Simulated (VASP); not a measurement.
**Sn: band structure with PBE**

Sn:

```
Sn
1.0
     0.00000    3.34266    3.34266
     3.34266    0.00000    3.34266
     3.34266    3.34266    0.00000
Sn
2
Direct
  0.00000 0.00000 0.00000
  0.25000 0.25000 0.25000
```

This isn't the form of Sn at room conditions, which is tetragonal (white tin).

* Program: VASP 6.6.1
* Task: band structure
* Functional: PBE
* Potentials or basis: VASP PAW PBE potentials, release 64 (Sn_d)
* Cutoff: 520 eV
* k mesh: 4 × 4 × 4
* Occupations: gaussian, width 0.02 eV
* Spin: no spin polarisation
* Further INCAR settings: ALGO = Fast; EDIFF = 1e-07

```
Pressure                : 0.0 GPa
Band gap along the path : none (metal or under the smearing width)
```

Levels at the corners of the path, in eV from the Fermi level:
| point | band 10 | band 11 | band 12 | band 13 | band 14 | band 15 | band 16 | band 17 | band 18 |
| --- | --- | --- | --- | --- | --- | --- | --- | --- | --- |
| Γ | -21.06 | -9.87 | -1.07 | 0.25 | 0.25 | 0.25 | 2.30 | 2.30 | 2.30 |
| X | -21.00 | -7.06 | -7.06 | -2.02 | -2.02 | 1.08 | 1.08 | 7.33 | 7.33 |
| X | -21.00 | -7.06 | -7.06 | -2.02 | -2.02 | 1.08 | 1.08 | 7.33 | 7.33 |
| W | -20.99 | -7.02 | -7.02 | -2.52 | -2.52 | 3.32 | 3.32 | 4.17 | 4.17 |
| W | -20.99 | -7.02 | -7.02 | -2.52 | -2.52 | 3.32 | 3.32 | 4.17 | 4.17 |
| K | -20.98 | -7.45 | -6.61 | -2.82 | -1.70 | 1.30 | 3.38 | 5.56 | 5.84 |
| K | -20.98 | -7.45 | -6.61 | -2.82 | -1.70 | 1.30 | 3.38 | 5.56 | 5.84 |
| Γ | -21.06 | -9.87 | -1.07 | 0.25 | 0.25 | 0.25 | 2.30 | 2.30 | 2.30 |
| Γ | -21.06 | -9.87 | -1.07 | 0.25 | 0.25 | 0.25 | 2.30 | 2.30 | 2.30 |
| L | -21.01 | -8.42 | -5.83 | -0.82 | -0.82 | 0.00 | 3.35 | 3.35 | 5.86 |
| L | -21.01 | -8.42 | -5.83 | -0.82 | -0.82 | 0.00 | 3.35 | 3.35 | 5.86 |
| U | -20.98 | -7.45 | -6.61 | -2.82 | -1.70 | 1.30 | 3.38 | 5.56 | 5.84 |
| U | -20.98 | -7.45 | -6.61 | -2.82 | -1.70 | 1.30 | 3.38 | 5.56 | 5.84 |
| W | -20.99 | -7.02 | -7.02 | -2.52 | -2.52 | 3.32 | 3.32 | 4.17 | 4.17 |
| W | -20.99 | -7.02 | -7.02 | -2.52 | -2.52 | 3.32 | 3.32 | 4.17 | 4.17 |
| L | -21.01 | -8.42 | -5.83 | -0.82 | -0.82 | 0.00 | 3.35 | 3.35 | 5.86 |
| L | -21.01 | -8.42 | -5.83 | -0.82 | -0.82 | 0.00 | 3.35 | 3.35 | 5.86 |
| K | -20.98 | -7.45 | -6.61 | -2.82 | -1.70 | 1.30 | 3.38 | 5.56 | 5.84 |
| U | -20.98 | -7.45 | -6.61 | -2.82 | -1.70 | 1.30 | 3.38 | 5.56 | 5.84 |
| X | -21.00 | -7.06 | -7.06 | -2.02 | -2.02 | 1.08 | 1.08 | 7.33 | 7.33 |

Wall time 71 s on 1 thread of Intel(R) Xeon(R) Platinum 8488C (Sapphire Rapids) (shared host), peak memory 0.2 GiB.

Caveat: the k mesh is coarse (spacing up to 0.41 Å⁻¹), so the values aren't converged; spin-orbit coupling is left out, which moves the levels of the heavy elements.
